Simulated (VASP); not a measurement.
Consider the following.

```yaml
crystal:
  lattice:
    - [0.00000, 3.07020, 3.07020]
    - [3.07020, 0.00000, 3.07020]
    - [3.07020, 3.07020, 0.00000]
  atoms:
    - { symbol: Li, position: [0.00000, 0.00000, 0.00000] }
    - { symbol: I, position: [0.50000, 0.50000, 0.50000] }
```

Method: PBE GGA, VASP's PBE PAW potentials (set 64) (plane waves; VASP 6.6.1). Run with 600 eV cut-off, 8×8×8 Γ-centred mesh, Gaussian smearing of 0.050 eV, potentials Li_sv I.

Unless said otherwise, spin-orbit coupling is left out, though it shifts the bands of the heavy elements here.

Question: Estimate the energy per atom (σ→0), pressure, band gap (on the k-mesh) with the smallest direct gap where there is one.

Answer: 
```json
{
 "band gap (on the k-mesh)": "4.04 eV",
 "smallest direct gap (on the k-mesh)": "4.04 eV",
 "energy per atom (σ→0)": "-2.910 eV/atom",
 "pressure": "-1.07 GPa"
}
```

Only differences to runs with the same potentials and settings are physical.

The compound is LiI in the rock salt structure. This cell was strained or had an atom moved on purpose.
